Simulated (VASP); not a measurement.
# TePb (Fm-3m) in VASP: a series of runs

Aim: see how the results for TePb move with the level of theory and the settings. Levels: PBEsol, revPBE. Tasks: single point.

Program: VASP 6.6.1. These are calculated values, not measurements. Logs are shortened: lines on timing, memory, paths and dates and some standing lists are left out, and cuts for length are marked.

**The experiment to reproduce.**

From a printed reference work, monograph, for a bulk crystal of TePb at 4.2 K: band gap 0.19 eV (direct).

The results are compared with them further down.

## Step 1: The cell of the first run

Symmetry: Fm-3m, No. 225, cubic system. The conventional cell has a = 6.443 Å, b = 6.443 Å, c = 6.443 Å, α = 90.00°, β = 90.00°, γ = 90.00°. Within 4.2 Å of Te (site symmetry m-3m) lie 6 Pb at 3.22 Å. Pb (site symmetry m-3m) has 6 Te at 3.22 Å within 4.2 Å.

## Step 2: Single point, PBEsol

Contents of INCAR:

```
ALGO = Normal
EDIFF = 1E-6
ENCUT = 520
GGA = PS
ISIF = 2
ISMEAR = 0
LASPH = T
LCHARG = F
LREAL = F
LWAVE = F
NBANDS = 17
NELM = 60
PREC = Accurate
SIGMA = 0.01
```

Contents of KPOINTS:

```
k-points
0
Gamma
  6 6 6
```

Contents of POSCAR:

```
TePb
1.0
    0.0000000000      3.2213337944      3.2213337944
    3.2213337944      0.0000000000      3.2213337944
    3.2213337944      3.2213337944      0.0000000000
Te Pb
1 1
Direct
    0.5000000000      0.5000000000      0.5000000000
    0.0000000000      0.0000000000      0.0000000000
```

Potentials or basis: VASP PAW PBE potentials, release 64 (Te, Pb_d).

The run is started by

```bash
$ cat potpaw_PBE.64/Te/POTCAR potpaw_PBE.64/Pb_d/POTCAR > POTCAR
$ mpirun -np 1 vasp_std > vasp.out
```

OUTCAR:

```text
EDIFF = 1E-6
   ENCUT = 520
   GGA = PS
   ISIF = 2
   ISMEAR = 0
   LASPH = T
   LREAL = F
   NELM = 60
   PREC = Accurate

 ion  position               nearest neighbor table
   1  0.500  0.500  0.500-   2 3.22   2 3.22   2 3.22   2 3.22   2 3.22   2 3.22
   2  0.000  0.000  0.000-   1 3.22   1 3.22   1 3.22   1 3.22   1 3.22   1 3.22

  LATTYP: Found a face centered cubic cell.
 ALAT       =     6.4426675888

  Lattice vectors:

 A1 = (   0.0000000000,   3.2213337944,   3.2213337944)
 A2 = (   3.2213337944,   0.0000000000,   3.2213337944)
 A3 = (   3.2213337944,   3.2213337944,   0.0000000000)

Analysis of symmetry for initial positions (statically):
=====================================================================
 Subroutine PRICEL returns:
 Original cell was already a primitive cell.

 Routine SETGRP: Setting up the symmetry group for a
 face centered cubic supercell.

 Subroutine GETGRP returns: Found 48 space group operations
 (whereof 48 operations were pure point group operations)
 out of a pool of 48 trial point group operations.

The static configuration has the point symmetry O_h .

Analysis of symmetry for dynamics (positions and initial velocities):
=====================================================================
 Subroutine PRICEL returns:
 Original cell was already a primitive cell.

 Routine SETGRP: Setting up the symmetry group for a
 face centered cubic supercell.

 Subroutine GETGRP returns: Found 48 space group operations
 (whereof 48 operations were pure point group operations)
 out of a pool of 48 trial point group operations.

The dynamic configuration has the point symmetry O_h .

 Subroutine INISYM returns: Found 48 space group operations
 (whereof 48 operations are pure point group operations),
 and found     1 'primitive' translations

----------------------------------------------------------------------------------------

                                     Primitive cell

  volume of cell :      66.8555

  direct lattice vectors                    reciprocal lattice vectors
     0.000000000  3.221333794  3.221333794    -0.155215210  0.155215210  0.155215210
     3.221333794  0.000000000  3.221333794     0.155215210 -0.155215210  0.155215210
     3.221333794  3.221333794  0.000000000     0.155215210  0.155215210 -0.155215210

  length of vectors
     4.555653941  4.555653941  4.555653941     0.268840629  0.268840629  0.268840629

  position of ions in fractional coordinates (direct lattice)
     0.500000000  0.500000000  0.500000000
     0.000000000  0.000000000  0.000000000

  ion indices of the primitive-cell ions
   primitive index   ion index
                 1           1
                 2           2

----------------------------------------------------------------------------------------

 KPOINTS: k-points

Automatic generation of k-mesh.
 Grid dimensions read from file:
 generate k-points for:    6    6    6

 Generating k-lattice:

  Cartesian coordinates                     Fractional coordinates (reciprocal lattice)
    -0.025869202  0.025869202  0.025869202     0.166666667  0.000000000  0.000000000
     0.025869202 -0.025869202  0.025869202     0.000000000  0.166666667  0.000000000
     0.025869202  0.025869202 -0.025869202     0.000000000  0.000000000  0.166666667

  Length of vectors
     0.044806772  0.044806772  0.044806772

  Shift w.r.t. Gamma in fractional coordinates (k-lattice)
     0.000000000  0.000000000  0.000000000

 Subroutine IBZKPT returns following result:
 ===========================================

 Found     16 irreducible k-points:

 Following reciprocal coordinates:
            Coordinates               Weight
  0.000000  0.000000  0.000000      1.000000
  0.166667  0.000000  0.000000      8.000000
  0.333333  0.000000  0.000000      8.000000
  0.500000  0.000000  0.000000      4.000000
  0.166667  0.166667  0.000000      6.000000
  0.333333  0.166667  0.000000     24.000000
[... 8 lines left out ...]
 -0.333333  0.333333  0.166667     24.000000
 -0.333333  0.500000  0.166667     12.000000
   k-points           NKPTS =     16   k-points in BZ     NKDIM =     16   number of bands    NBANDS=     17
   number of dos      NEDOS =    301   number of ions     NIONS =      2
   total plane-waves  NPLWV =  46656
   dimension x,y,z NGX =    36 NGY =   36 NGZ =   36
   dimension x,y,z NGXF=    72 NGYF=   72 NGZF=   72
   ions per type =               1   1
   NGX,Y,Z   is equivalent  to a cutoff of  13.14, 13.14, 13.14 a.u.
   NGXF,Y,Z  is equivalent  to a cutoff of  26.27, 26.27, 26.27 a.u.
 SYSTEM =  unknown system
   PREC   = accura    normal or accurate (medium, high low for compatibility)
   ISTART =      0    job   : 0-new  1-cont  2-samecut
   ICHARG =      2    charge: 1-file 2-atom 10-const
   ISPIN  =      1    spin polarized calculation?
   LNONCOLLINEAR =      F non collinear calculations
   LSORBIT =      F    spin-orbit coupling
   LASPH  =      T    aspherical Exc in radial PAW
   ENCUT  =  520.0 eV  38.22 Ry    6.18 a.u.   8.47  8.47  8.47*2*pi/ulx,y,z
   NELM   =     60;   NELMIN=  2; NELMDL= -5     # of ELM steps
   EDIFF  = 0.1E-05   stopping-criterion for ELM
   LREAL  =      F    real-space projection
   EDIFFG = 0.1E-04   stopping-criterion for IOM
   NSW    =      0    number of steps for IOM
   IBRION =     -1    ionic relax: 0-MD 1-quasi-New 2-CG
   NFREE  =      0    steps in history (QN), initial steepest desc. (CG)
   ISIF   =      2    stress and relaxation
   ISYM   =      2    0-nonsym 1-usesym 2-fastsym
   POTIM  = 0.5000    time-step for ionic-motion
   TEBEG  =    0.0;   TEEND  =   0.0 temperature during run
   PSTRESS=    0.0 pullay stress
   NELECT =      20.0000    total number of electrons
   NUPDOWN=      -1.0000    fix difference up-down
   EMIN   =  10.00;   EMAX   =-10.00  energy-range for DOS
   EFERMI =   0.00;   METHOD = LEGACY
   ISMEAR =     0;   SIGMA  =   0.01  broadening in eV -4-tet -1-fermi 0-gaus
   EFERMI_NEDOS =   21; number of points for ismear=-14 and -15
   IALGO  =     38    algorithm
   IMIX   =      4    mixing-type and parameters
     AMIX     =   0.40;   BMIX     =  1.00
     AMIX_MAG =   1.60;   BMIX_MAG =  1.00
  volume/ion in A,a.u.               =      33.43       225.58
  Fermi-wavevector in a.u.,A,eV,Ry     =   1.094895  2.069051 16.310594  1.198795
  Thomas-Fermi vector in A             =   2.231208
   LORBIT       =      0    0 simple, 1 ext, 2 COOP (PROOUT), +10 PAW based schemes
   GGA     = PS    functional components
   LHFCALC =     F    Hartree Fock is set to
   AEXX    =    0.0000 exact exchange contribution
   IVDW    =     0    specifies the selected vdW correction
   LEPSILON=     F    determine dielectric tensor
   LRPA    =     F    only Hartree local field effects (RPA)
 non-spin polarized calculation
 Gauss-broadening in eV      SIGMA  =   0.01
  energy-cutoff  :      520.00
  volume of cell :       66.86
 maximum number of plane-waves:      1820
 NGX is ok and might be reduce to    36
   NGX = 17   NGY = 17   NGZ = 17

 number of electron      20.0000002 magnetization

 Free energy of the ion-electron system (eV)
  ---------------------------------------------------
  ext. energy  EPLUGINS =         0.00000000
  ---------------------------------------------------
  free energy    TOTEN  =        -8.26006035 eV

  energy without entropy =       -8.26006035  energy(sigma->0) =       -8.26006035

 E-fermi :   5.6227     XC(G=0):  -9.5110

 val. band max:        5.5772828493   @ k =   0.5000   0.0000   0.0000
 cond. band min:       6.2264135702   @ k =   0.5000   0.0000   0.0000
 fundamental gap:      0.6491307209
 Fermi energy:         5.6226554190

 k-point     1 :       0.0000    0.0000    0.0000
  band No.  band energies     occupation
      1     -11.0686      2.00000
      2     -11.0686      2.00000
      3     -11.0569      2.00000
      4     -11.0569      2.00000
      5     -11.0569      2.00000
      6      -6.5325      2.00000
[... 9 lines left out ...]
     16      11.3136      0.00000
     17      12.7782      0.00000

 k-point     2 :       0.1667    0.0000    0.0000
  band No.  band energies     occupation
      1     -11.0721      2.00000
      2     -11.0721      2.00000
      3     -11.0563      2.00000
      4     -11.0529      2.00000
      5     -11.0529      2.00000
      6      -6.2924      2.00000
[... 9 lines left out ...]
     16      11.8271      0.00000
     17      14.4840      0.00000

 k-point     3 :       0.3333    0.0000    0.0000
  band No.  band energies     occupation
      1     -11.0802      2.00000
      2     -11.0802      2.00000
      3     -11.0551      2.00000
      4     -11.0435      2.00000
      5     -11.0435      2.00000
      6      -5.6350      2.00000
[... 9 lines left out ...]
     16      13.2003      0.00000
     17      16.5411      0.00000

 k-point     4 :       0.5000    0.0000    0.0000
  band No.  band energies     occupation
      1     -11.0844      2.00000
      2     -11.0844      2.00000
      3     -11.0547      2.00000
      4     -11.0386      2.00000
      5     -11.0386      2.00000
      6      -5.0675      2.00000
[... 9 lines left out ...]
     16      14.8127      0.00000
     17      14.8127      0.00000

 k-point     5 :       0.1667    0.1667    0.0000
  band No.  band energies     occupation
      1     -11.0808      2.00000
      2     -11.0656      2.00000
      3     -11.0596      2.00000
      4     -11.0504      2.00000
      5     -11.0504      2.00000
      6      -6.2129      2.00000
[... 9 lines left out ...]
     16      12.6700      0.00000
     17      13.5793      0.00000

 k-point     6 :       0.3333    0.1667    0.0000
  band No.  band energies     occupation
      1     -11.0927      2.00000
      2     -11.0688      2.00000
      3     -11.0588      2.00000
      4     -11.0445      2.00000
      5     -11.0416      2.00000
      6      -5.6968      2.00000
[... 9 lines left out ...]
     16      14.0099      0.00000
     17      15.3930      0.00000

 k-point     7 :       0.5000    0.1667    0.0000
  band No.  band energies     occupation
      1     -11.0961      2.00000
      2     -11.0770      2.00000
      3     -11.0535      2.00000
      4     -11.0420      2.00000
      5     -11.0368      2.00000
      6      -5.0231      2.00000
[... 9 lines left out ...]
     16      14.9750      0.00000
     17      15.4663      0.00000

 k-point     8 :      -0.3333    0.1667    0.0000
  band No.  band energies     occupation
      1     -11.0880      2.00000
      2     -11.0812      2.00000
      3     -11.0517      2.00000
      4     -11.0423      2.00000
      5     -11.0416      2.00000
      6      -5.2142      2.00000
[... 9 lines left out ...]
     16      14.3338      0.00000
     17      15.8242      0.00000

 k-point     9 :      -0.1667    0.1667    0.0000
  band No.  band energies     occupation
      1     -11.0786      2.00000
      2     -11.0760      2.00000
      3     -11.0552      2.00000
      4     -11.0497      2.00000
      5     -11.0457      2.00000
      6      -5.9100      2.00000
[... 9 lines left out ...]
     16      13.7329      0.00000
     17      14.0460      0.00000

 k-point    10 :       0.3333    0.3333    0.0000
  band No.  band energies     occupation
      1     -11.1147      2.00000
      2     -11.0650      2.00000
      3     -11.0597      2.00000
      4     -11.0366      2.00000
      5     -11.0366      2.00000
      6      -5.3816      2.00000
[... 9 lines left out ...]
     16      14.7162      0.00000
     17      15.4575      0.00000

 k-point    11 :       0.5000    0.3333    0.0000
  band No.  band energies     occupation
      1     -11.1221      2.00000
      2     -11.0629      2.00000
      3     -11.0624      2.00000
      4     -11.0345      2.00000
      5     -11.0323      2.00000
      6      -4.8933      2.00000
[... 9 lines left out ...]
     16      15.5955      0.00000
     17      16.4843      0.00000

 k-point    12 :      -0.3333    0.3333    0.0000
  band No.  band energies     occupation
      1     -11.1084      2.00000
      2     -11.0727      2.00000
      3     -11.0523      2.00000
      4     -11.0414      2.00000
      5     -11.0358      2.00000
      6      -4.7613      2.00000
[... 9 lines left out ...]
     16      13.8978      0.00000
     17      15.8986      0.00000

 k-point    13 :       0.5000    0.5000    0.0000
  band No.  band energies     occupation
      1     -11.1357      2.00000
      2     -11.0676      2.00000
      3     -11.0567      2.00000
      4     -11.0293      2.00000
      5     -11.0293      2.00000
      6      -4.8069      2.00000
[... 9 lines left out ...]
     16      16.5176      0.00000
     17      16.5734      0.00000

 k-point    14 :       0.5000    0.3333    0.1667
  band No.  band energies     occupation
      1     -11.1044      2.00000
      2     -11.0705      2.00000
      3     -11.0569      2.00000
      4     -11.0407      2.00000
      5     -11.0369      2.00000
      6      -5.1537      2.00000
[... 9 lines left out ...]
     16      14.6039      0.00000
     17      15.1170      0.00000

 k-point    15 :      -0.3333    0.3333    0.1667
  band No.  band energies     occupation
      1     -11.1079      2.00000
      2     -11.0735      2.00000
      3     -11.0494      2.00000
      4     -11.0469      2.00000
      5     -11.0329      2.00000
      6      -4.7604      2.00000
[... 9 lines left out ...]
     16      15.8276      0.00000
     17      15.9746      0.00000

 k-point    16 :      -0.3333    0.5000    0.1667
  band No.  band energies     occupation
      1     -11.1219      2.00000
      2     -11.0660      2.00000
      3     -11.0585      2.00000
      4     -11.0393      2.00000
      5     -11.0293      2.00000
      6      -4.6907      2.00000
[... 9 lines left out ...]
     16      16.3219      0.00000
     17      17.1008      0.00000

------------------------ aborting loop because EDIFF is reached ----------------------------------------

  FORCE on cell =-STRESS in cart. coord.  units (eV):
  Direction    XX          YY          ZZ          XY          YZ          ZX
  --------------------------------------------------------------------------------------
  -------------------------------------------------------------------------------------
  Total       -0.0078358     -0.0078358     -0.0078358      0.0000000      0.0000000      0.0000000
  in kB       -0.1877837     -0.1877837     -0.1877837      0.0000000      0.0000000      0.0000000
  external PRESSURE =      -0.1877837 kB  Pullay stress =       0.0000000 kB

 VOLUME and BASIS-vectors are now :
 -----------------------------------------------------------------------------
  energy-cutoff  :      520.00
  volume of cell :       66.86
      direct lattice vectors                 reciprocal lattice vectors
     0.000000000  3.221333794  3.221333794    -0.155215210  0.155215210  0.155215210
     3.221333794  0.000000000  3.221333794     0.155215210 -0.155215210  0.155215210
     3.221333794  3.221333794  0.000000000     0.155215210  0.155215210 -0.155215210

 POSITION                                       TOTAL-FORCE (eV/Angst)
 -----------------------------------------------------------------------------------
      3.22133      3.22133      3.22133        -0.000000      0.000000      0.000000
      0.00000      0.00000      0.00000         0.000000     -0.000000     -0.000000
 -----------------------------------------------------------------------------------
    total drift:                               -0.000000      0.000000      0.000000

  FREE ENERGIE OF THE ION-ELECTRON SYSTEM (eV)
  ---------------------------------------------------
  free  energy   TOTEN  =        -8.2600603528 eV

  energy  without entropy=       -8.2600603528  energy(sigma->0) =       -8.26006035
```

It took 33 s on 1 thread of Intel Xeon 8259CL, shared host; peak memory 0.2 GiB.

Results:

```
Free energy            : -8.2601 eV
Pressure               : 0.0 GPa
Band gap on the k mesh : 0.65 eV
```

Levels at points of the mesh, in eV from the valence-band top:
```csv
k point,band 8,band 9,band 10,band 11,band 12,band 13
"(0.00, 0.00, 0.00)",-1.37,-1.37,-1.37,4.07,4.07,4.07
"(0.50, 0.00, 0.00)",-0.90,-0.90,0.00,0.65,1.22,1.22
"(0.50, 0.50, 0.00)",-4.59,-2.86,-2.86,3.17,5.49,5.49
```

Caveat: the PAW data sets were made with another functional, which shifts forces and pressure a little; spin-orbit coupling is left out, which moves the levels of the heavy elements.

## Step 3: Single point, PBEsol

This run uses another cell than the first one, of 32.93 Å³/atom.

Contents of INCAR:

```
PREC = Accurate ; ENCUT = 520
EDIFF = 1E-6 ; ISMEAR = 0
SIGMA = 0.01 ; LREAL = False
LASPH = True ; NELM = 60
ALGO = Normal ; ISIF = 2
LWAVE = False ; LCHARG = False
GGA = PS ; NBANDS = 17
```

Contents of KPOINTS:

```
regular mesh
0
Gamma
  6 6 6
```

Contents of POSCAR:

```
TePb
1.0
    0.0000000000      3.2052271254      3.2052271254
    3.2052271254      0.0000000000      3.2052271254
    3.2052271254      3.2052271254      0.0000000000
Te Pb
1 1
Direct
    0.5000000000      0.5000000000      0.5000000000
    0.0000000000      0.0000000000      0.0000000000
```

Potentials or basis: VASP PAW PBE potentials, release 64 (Te, Pb_d).

The run is started by

```bash
$ cat potpaw_PBE.64/Te/POTCAR potpaw_PBE.64/Pb_d/POTCAR > POTCAR
$ mpirun -np 1 vasp_std > vasp.out
```

It took 35 s on 1 thread of Intel Xeon 8259CL, shared host; peak memory 0.21 GiB.

Results (log left out):

* Free energy: -8.2577 eV
* Pressure: 0.7 GPa
* Band gap on the k mesh: 0.62 eV

Levels at points of the mesh, in eV from the valence-band top:
| k point | band 7 | band 8 | band 9 | band 10 | band 11 | band 12 | band 13 | band 14 |
| --- | --- | --- | --- | --- | --- | --- | --- | --- |
| (0.00, 0.00, 0.00) | -5.56 | -1.43 | -1.43 | -1.43 | 4.08 | 4.08 | 4.08 | 5.70 |
| (0.50, 0.00, 0.00) | -8.74 | -0.95 | -0.95 | 0.00 | 0.62 | 1.18 | 1.18 | 8.31 |
| (0.50, 0.50, 0.00) | -7.35 | -4.72 | -2.95 | -2.95 | 3.10 | 5.54 | 5.54 | 6.82 |

Caveat: the PAW data sets were made with another functional, which shifts forces and pressure a little; spin-orbit coupling is left out, which moves the levels of the heavy elements.

(Part 1 of 2 ends here.)
